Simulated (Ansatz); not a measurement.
**Two Ansatz runs on Zr**

The cell is the one relaxed in the Materials Project (mp-41); entries there can be hypothetical. The listed cell was then made from it by scaling, straining or moving an atom.

First run: DFT, PBE, PAW with Ansatz's default frozen-core files, scalar-relativistic (Ansatz 0.2.0).

Command: `ansatz run input.yaml --threads 1 --pin off --max-ram 2048MiB --backend cpu --events-out ev --progress --plain --runs-dir out` The run took 3.4 s on 1 thread of Intel(R) Xeon(R) 6975P-C (Granite Rapids), on a shared host, peak memory 0.38 GiB.

```yaml
crystal:
  lattice:
    - [-1.7727566677, 1.7727566677, 1.7727566677]
    - [1.7727566677, -1.7727566677, 1.7727566677]
    - [1.7727566677, 1.7727566677, -1.7727566677]
  atoms:
    - { symbol: Zr, position: [0.0, 0.0, 0.0] }
kpoints:
  mp_grid: { grid: [13, 13, 13] }
scf:
  occupations: { method: fermi_dirac, width: 0.05 }
hamiltonian:
  xc: pbe
  pseudopotentials: { kind: paw }
output:
  forces: true
  stress: true
  efg: { contact_densities: true }
relax:
  f_tol: 0.005
  max_steps: 80
  cell: {}
```

Result: converged; relaxed volume 22.806 Å³/atom; 20 SCF iterations in all.

The input is then changed:

```diff
@@ -11,5 +11,5 @@
   occupations: { method: fermi_dirac, width: 0.05 }
 hamiltonian:
-  xc: pbe
+  xc: revpbe
   pseudopotentials: { kind: paw }
 output:
@@ -17,4 +17,8 @@
   stress: true
   efg: { contact_densities: true }
+  write_density: true
+  write_potential: true
+  elf: true
+  volumetric_format: npy
 relax:
   f_tol: 0.005
```

(1) What does the second run give?

## Answers

(1) It converged; relaxed volume 23.242 Å³/atom; 21 SCF iterations in all.
